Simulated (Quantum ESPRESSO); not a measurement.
# PbS (Galena) (Fm-3m) in Quantum ESPRESSO: settings compared, part 3 of 3

Quantum ESPRESSO 7.5. The steps go on from the part before.

### Step 4. Dielectric tensor, BLYP

Input file pw.in:

```
&CONTROL
  calculation = 'scf'
  prefix = 'pwscf'
  outdir = './tmp'
  pseudo_dir = './pseudo'
  tprnfor = .true.
  tstress = .true.
  disk_io = 'low'
/
&SYSTEM
  ibrav = 0
  nat = 2
  ntyp = 2
  ecutwfc = 56
  nbnd = 16
  input_dft = 'blyp'
  occupations = 'smearing'
  smearing = 'fd'
  degauss = 0.00367493
/
&ELECTRONS
  conv_thr = 4d-10
  electron_maxstep = 120
  mixing_beta = 0.5
/
ATOMIC_SPECIES
Pb   207.2000 Pb.upf
S     32.0600 S.upf
CELL_PARAMETERS angstrom
   0.0000000000    2.9657500000    2.9657500000
   2.9657500000    0.0000000000    2.9657500000
   2.9657500000    2.9657500000    0.0000000000
ATOMIC_POSITIONS angstrom
Pb     0.0000000000    0.0000000000    0.0000000000
S      2.9657500000    2.9657500000    2.9657500000
K_POINTS automatic
8 8 8 1 1 1
```

Input file gamma.in:

```
&CONTROL
  calculation = 'bands'
  prefix = 'pwscf'
  outdir = './tmp'
  pseudo_dir = './pseudo'
  disk_io = 'low'
  verbosity = 'high'
/
&SYSTEM
  ibrav = 0
  nat = 2
  ntyp = 2
  ecutwfc = 56
  nbnd = 16
  input_dft = 'blyp'
  occupations = 'smearing'
  smearing = 'fd'
  degauss = 0.00367493
/
&ELECTRONS
  conv_thr = 1d-08
  electron_maxstep = 120
  mixing_beta = 0.5
  diago_full_acc = .true.
  startingwfc = 'random'
/
ATOMIC_SPECIES
Pb   207.2000 Pb.upf
S     32.0600 S.upf
CELL_PARAMETERS angstrom
   0.0000000000    2.9657500000    2.9657500000
   2.9657500000    0.0000000000    2.9657500000
   2.9657500000    2.9657500000    0.0000000000
ATOMIC_POSITIONS angstrom
Pb     0.0000000000    0.0000000000    0.0000000000
S      2.9657500000    2.9657500000    2.9657500000
K_POINTS crystal
1
0.0 0.0 0.0 1
```

Input file scf2.in:

```
&CONTROL
  calculation = 'scf'
  prefix = 'pwscf'
  outdir = './tmp'
  pseudo_dir = './pseudo'
  tprnfor = .true.
  tstress = .true.
  disk_io = 'low'
/
&SYSTEM
  ibrav = 0
  nat = 2
  ntyp = 2
  ecutwfc = 56
  nbnd = 16
  input_dft = 'blyp'
  occupations = 'fixed'
/
&ELECTRONS
  conv_thr = 1d-13
  electron_maxstep = 120
  mixing_beta = 0.5
  startingpot = 'file'
/
ATOMIC_SPECIES
Pb   207.2000 Pb.upf
S     32.0600 S.upf
CELL_PARAMETERS angstrom
   0.0000000000    2.9657500000    2.9657500000
   2.9657500000    0.0000000000    2.9657500000
   2.9657500000    2.9657500000    0.0000000000
ATOMIC_POSITIONS angstrom
Pb     0.0000000000    0.0000000000    0.0000000000
S      2.9657500000    2.9657500000    2.9657500000
K_POINTS automatic
8 8 8 1 1 1
```

Input file ph.in:

```
dielectric of PbS
&INPUTPH
  prefix = 'pwscf'
  outdir = './tmp'
  tr2_ph = 1d-18
  fildyn = 'dyn'
  niter_ph = 90
  alpha_mix(1) = 0.7
  epsil = .true.
  trans = .false.
  zeu = .true.
/
0.0000000000 0.0000000000 0.0000000000
```

Potentials or basis: PseudoDojo 0.4.1 SR PBE standard.

Command:

```console
$ OMP_NUM_THREADS=1 pw.x -in pw.in > pw.out
$ OMP_NUM_THREADS=1 pw.x -in gamma.in > gamma.out
$ OMP_NUM_THREADS=1 pw.x -in scf2.in > scf2.out
$ OMP_NUM_THREADS=1 ph.x -in ph.in > ph.out
```

pw.out:

```text
This program is part of the open-source Quantum ESPRESSO suite
     for quantum simulation of materials; please cite
         "P. Giannozzi et al., J. Phys.:Condens. Matter 21 395502 (2009);
         "P. Giannozzi et al., J. Phys.:Condens. Matter 29 465901 (2017);
         "P. Giannozzi et al., J. Chem. Phys. 152 154105 (2020);
     in publications or presentations arising from this work. More details at

     IMPORTANT: XC functional enforced from input :
     Exchange-correlation= BLYP
                           (   1   3   1   3   0   0   0)
     Any further DFT definition will be discarded
     Please, verify this is what you really want

     Message from routine setup:
     using ibrav=0 with symmetry is DISCOURAGED, use correct ibrav instead

     G-vector sticks info
     --------------------
     sticks:   dense  smooth     PW     G-vecs:    dense   smooth      PW
     Sum         955     955    301                19891    19891    3479

     Using Slab Decomposition

     bravais-lattice index     =            0
     lattice parameter (alat)  =       7.9259  a.u.
     unit-cell volume          =     352.0710 (a.u.)^3
     number of atoms/cell      =            2
     number of atomic types    =            2
     number of electrons       =        20.00
     number of Kohn-Sham states=           16
     kinetic-energy cutoff     =      56.0000  Ry
     charge density cutoff     =     224.0000  Ry
     scf convergence threshold =      4.0E-10
     mixing beta               =       0.5000
     number of iterations used =            8  plain     mixing
     Exchange-correlation= BLYP
                           (   1   3   1   3   0   0   0)

     celldm(1)=   7.925897  celldm(2)=   0.000000  celldm(3)=   0.000000
     celldm(4)=   0.000000  celldm(5)=   0.000000  celldm(6)=   0.000000

     crystal axes: (cart. coord. in units of alat)
               a(1) = (   0.000000   0.707107   0.707107 )
               a(2) = (   0.707107   0.000000   0.707107 )
               a(3) = (   0.707107   0.707107   0.000000 )

     reciprocal axes: (cart. coord. in units 2 pi/alat)
               b(1) = ( -0.707107  0.707107  0.707107 )
               b(2) = (  0.707107 -0.707107  0.707107 )
               b(3) = (  0.707107  0.707107 -0.707107 )

     PseudoPot. # 1 for Pb read from file:
     Pb.upf
     Pseudo is Norm-conserving + core correction, Zval = 14.0
     Generated using ONCVPSP code by D. R. Hamann
     Using radial grid of 1678 points,  6 beta functions with:
                l(1) =   0
                l(2) =   0
                l(3) =   1
                l(4) =   1
                l(5) =   2
                l(6) =   2

     PseudoPot. # 2 for S  read from file:
     S.upf
     Pseudo is Norm-conserving + core correction, Zval =  6.0
     Generated using ONCVPSP code by D. R. Hamann
     Using radial grid of 1146 points,  6 beta functions with:
                l(1) =   0
                l(2) =   0
                l(3) =   1
                l(4) =   1
                l(5) =   2
                l(6) =   2

     atomic species   valence    mass     pseudopotential
     Pb               14.00   207.20000     Pb( 1.00)
     S                 6.00    32.06000     S ( 1.00)

     48 Sym. Ops., with inversion, found

   Cartesian axes

     site n.     atom                  positions (alat units)
         1        Pb     tau(   1) = (   0.0000000   0.0000000   0.0000000  )
         2        S      tau(   2) = (   0.7071068   0.7071068   0.7071068  )

     number of k points=    60  Fermi-Dirac smearing, width (Ry)=  0.0037
                       cart. coord. in units 2pi/alat
        k(    1) = (   0.0441942   0.0441942   0.0441942), wk =   0.0078125
        k(    2) = (   0.1325825   0.1325825  -0.0441942), wk =   0.0234375
        k(    3) = (   0.2209709   0.2209709  -0.1325825), wk =   0.0234375
        k(    4) = (   0.3093592   0.3093592  -0.2209709), wk =   0.0234375
        k(    5) = (  -0.3093592  -0.3093592   0.3977476), wk =   0.0234375
        k(    6) = (  -0.2209709  -0.2209709   0.3093592), wk =   0.0234375
[... 52 lines left out ...]
        k(   59) = (   0.3093592   0.3093592   0.3093592), wk =   0.0078125
        k(   60) = (  -0.3093592  -0.3093592   0.9280777), wk =   0.0234375

     Dense  grid:    19891 G-vectors     FFT dimensions: (  40,  40,  40)

     Initial potential from superposition of free atoms

     starting charge      19.9978, renormalised to      20.0000
     Starting wfcs are   13 randomized atomic wfcs +    3 random wfcs

     Self-consistent Calculation

     iteration #  1     ecut=    56.00 Ry     beta= 0.50
     Davidson diagonalization with overlap
     ethr =  1.00E-02,  avg # of iterations =  6.1

     Threshold (ethr) on eigenvalues was too large:
     Diagonalizing with lowered threshold

     Davidson diagonalization with overlap
     ethr =  7.68E-04,  avg # of iterations =  1.5

     total energy              =    -162.40609955 Ry
     estimated scf accuracy    <       0.15010101 Ry

     iteration #  2     ecut=    56.00 Ry     beta= 0.50
     Davidson diagonalization with overlap
     ethr =  7.51E-04,  avg # of iterations =  3.0

     total energy              =    -162.44762804 Ry
     estimated scf accuracy    <       0.02123415 Ry

     iteration #  3     ecut=    56.00 Ry     beta= 0.50
     Davidson diagonalization with overlap
     ethr =  1.06E-04,  avg # of iterations =  4.7

     total energy              =    -162.45187829 Ry
     estimated scf accuracy    <       0.00101642 Ry
[... 33 lines left out ...]
     total energy              =    -162.45194656 Ry
     estimated scf accuracy    <       0.00000001 Ry

     iteration #  9     ecut=    56.00 Ry     beta= 0.50
     Davidson diagonalization with overlap
     ethr =  7.14E-11,  avg # of iterations =  2.2

     total energy              =    -162.45194656 Ry
     estimated scf accuracy    <          5.5E-09 Ry

     iteration # 10     ecut=    56.00 Ry     beta= 0.50
     Davidson diagonalization with overlap
     ethr =  2.74E-11,  avg # of iterations =  2.0

     End of self-consistent calculation

          k = 0.0442 0.0442 0.0442 (  2505 PWs)   bands (ev):

    -7.7436  -7.7427  -7.7427  -7.7298  -7.7298  -4.4242   2.8388   6.9930
     6.9930   7.0715  13.8523  13.9904  13.9904  16.0430  16.1248  16.1248

          k = 0.1326 0.1326-0.0442 (  2520 PWs)   bands (ev):

    -7.7434  -7.7406  -7.7401  -7.7336  -7.7252  -4.2485   2.3190   6.7985
     7.1650   7.5649  12.5188  12.9539  13.6245  16.0904  16.3022  16.9300

          k = 0.2210 0.2210-0.1326 (  2498 PWs)   bands (ev):

    -7.7501  -7.7498  -7.7411  -7.7193  -7.7118  -3.8490   1.3886   6.7875
     7.3393   8.2129  11.0595  11.8426  12.6698  16.3715  17.0925  17.9807

          k = 0.3094 0.3094-0.2210 (  2486 PWs)   bands (ev):

    -7.7608  -7.7587  -7.7396  -7.7031  -7.7004  -3.3773   0.5230   6.9401
     7.4060   8.7145  10.0510  11.1962  11.8329  17.2763  18.3182  19.2254
[... 103 lines left out ...]
    -7.7989  -7.7438  -7.7290  -7.7144  -7.6965  -2.9834   0.5677   5.4713
     6.4887   7.8906  10.9596  12.2929  13.3307  17.2182  18.1350  19.4918

          k = 0.2210-0.3094 0.3977 (  2484 PWs)   bands (ev):

    -7.7706  -7.7557  -7.7374  -7.7047  -7.6971  -3.2181   0.3931   6.6836
     7.1611   8.4565  10.1932  11.4272  12.0771  17.3355  18.9022  19.5658

          k =-0.6629 0.0442 0.0442 (  2480 PWs)   bands (ev):

    -7.8760  -7.7667  -7.7057  -7.6857  -7.6850  -2.8136   1.6716   4.1312
     5.7723   5.8136  13.2972  14.5602  14.5674  14.7174  20.3713  21.1110

          k =-0.5745 0.1326-0.0442 (  2484 PWs)   bands (ev):

    -7.8506  -7.7592  -7.7147  -7.6942  -7.6893  -2.9536   1.3465   4.8132
     5.7193   6.4321  13.1564  13.5682  14.0445  15.0143  20.3859  20.5025

          k =-0.4861 0.2210-0.1326 (  2484 PWs)   bands (ev):

    -7.8050  -7.7434  -7.7355  -7.7082  -7.6941  -3.1224   0.8197   5.8291
     6.2156   7.3886  11.5749  12.7531  13.1750  15.8391  19.5400  20.0731

          k =-0.4861 0.0442 0.0442 (  2484 PWs)   bands (ev):

    -7.8330  -7.7616  -7.7125  -7.6987  -7.6965  -3.2600   1.5166   5.6897
     6.0203   6.1125  12.9695  13.5499  14.1771  14.4155  19.7015  20.3220

          k =-0.3977 0.1326-0.0442 (  2496 PWs)   bands (ev):

    -7.7945  -7.7525  -7.7277  -7.7101  -7.7026  -3.5303   1.3949   6.0981
     6.5198   7.2038  11.6979  13.0973  13.4740  15.0237  19.1717  19.4252

          k =-0.3094 0.0442 0.0442 (  2507 PWs)   bands (ev):

    -7.7711  -7.7526  -7.7258  -7.7206  -7.7147  -3.9026   1.8594   6.4815
     6.4997   7.8735  11.2279  13.6370  13.7800  14.6408  18.4160  18.4720

          k = 0.1326 0.1326 0.1326 (  2517 PWs)   bands (ev):

    -7.7432  -7.7432  -7.7423  -7.7254  -7.7254  -4.1651   2.0733   7.0778
     7.0778   7.6173  12.2855  12.8788  12.8788  16.0844  16.7483  16.7483

          k = 0.2210 0.2210 0.0442 (  2504 PWs)   bands (ev):

    -7.7482  -7.7449  -7.7412  -7.7278  -7.7140  -3.9186   1.6160   6.3919
     7.3948   8.2488  11.1332  11.9077  13.3190  16.5523  16.6876  18.1812
[... 118 lines left out ...]
    -7.8120  -7.7371  -7.7359  -7.7092  -7.6943  -2.9393   0.6776   5.2263
     6.5654   7.2023  11.7011  12.4696  13.5400  16.3073  19.2964  19.3399

          k = 0.3094 0.3094 0.3094 (  2482 PWs)   bands (ev):

    -7.7612  -7.7612  -7.7404  -7.6978  -7.6978  -3.2848   0.3092   7.3630
     7.3630   8.8973   9.8313  11.1467  11.1467  17.7663  19.0599  19.0599

          k =-0.3094-0.3094 0.9281 (  2483 PWs)   bands (ev):

    -7.7741  -7.7553  -7.7360  -7.7040  -7.6974  -3.1364   0.3261   6.4658
     7.1819   8.3272  10.2993  11.3922  12.2576  17.7096  18.9686  18.9930

     the Fermi energy is     9.3472 ev

!    total energy              =    -162.45194656 Ry
     estimated scf accuracy    <          3.2E-10 Ry
     smearing contrib. (-TS)   =      -0.00000010 Ry
     internal energy E=F+TS    =    -162.45194646 Ry

     The total energy is F=E-TS. E is the sum of the following terms:
     one-electron contribution =     -35.85833451 Ry
     hartree contribution      =      30.52407581 Ry
     xc contribution           =     -45.88804367 Ry
     ewald contribution        =    -111.22964409 Ry

     convergence has been achieved in  10 iterations

     Forces acting on atoms (cartesian axes, Ry/au):

     atom    1 type  1   force =     0.00000000   -0.00000000   -0.00000000
     atom    2 type  2   force =    -0.00000000   -0.00000000    0.00000000

     Total force =     0.000000     Total SCF correction =     0.000000

     Computing stress (Cartesian axis) and pressure

          total   stress  (Ry/bohr**3)                   (kbar)     P=       60.63
   0.00041216   0.00000000   0.00000000           60.63        0.00        0.00
  -0.00000000   0.00041216   0.00000000           -0.00       60.63        0.00
   0.00000000   0.00000000   0.00041216            0.00        0.00       60.63

=------------------------------------------------------------------------------=
   JOB DONE.
=------------------------------------------------------------------------------=
```

Run time: 6.3 min. Hardware: 1 thread of Arm Neoverse V2, shared host; peak memory 0.08 GiB.

Results:

| Item | Value |
| --- | --- |
| Free energy | -2210.2713 eV |
| Pressure | 6.1 GPa |
| Electronic dielectric tensor (diagonal) | 15.72 |
| Born charges (mean of the diagonal) | Pb +4.50; S -4.50 e |

Levels at points of the mesh, in eV from the valence-band top:
```tsv
k point	band 7	band 8	band 9	band 10	band 11	band 12	band 13	band 14
(0.06, 0.06, 0.06)	-6.06	-1.90	-1.90	-1.83	4.95	5.09	5.09	7.15
```

Electronic dielectric tensor:
```
15.72  0.00  0.00
 0.00 15.72  0.00
 0.00  0.00 15.72
```

Born effective charge tensors (e):
atom 1, Pb
```
4.50 0.00 0.00
0.00 4.50 0.00
0.00 0.00 4.50
```
atom 2, S
```
-4.50  0.00  0.00
 0.00 -4.50  0.00
 0.00  0.00 -4.50
```

Caveat: the potentials were made for another functional, which shifts forces and pressure; the cell is more than 3 GPa from zero pressure, which shifts response properties.

### Step 5. The runs side by side

```csv
level,potentials or basis,pressure (GPa)
PBEsol,PseudoDojo 0.4.1 SR PBEsol standard,-0.8
WC,PseudoDojo 0.4.1 SR PBE standard,-0.7
BLYP,PseudoDojo 0.4.1 SR PBE standard,6.1
```

Alike in all rows: task dielectric tensor; no spin polarisation; cell as given; k mesh 8 × 8 × 8, shifted; cutoff (eV) 762; smearing fermi-dirac 0.05 eV.

Caveats: the potentials were made for another functional, which shifts forces and pressure (some runs); the cell is more than 3 GPa from zero pressure, which shifts response properties (some runs).

Absolute energies hang on the potentials; compare differences alone.

### Step 6. Comparison with measurements

Step 2. A measured high-frequency dielectric constant of PbS is 17.2 (300 K; a printed reference work, monograph); the calculated 17.50 misses it by +1.8 %.

Step 3. A measured high-frequency dielectric constant of PbS is 17.2 (300 K; a printed reference work, monograph); the calculated 17.75 misses it by +3.2 %.

Step 4. Measured high-frequency dielectric constant of PbS: 17.2 (300 K; a printed reference work, monograph). This calculation gives 15.72 (-8.6 %).
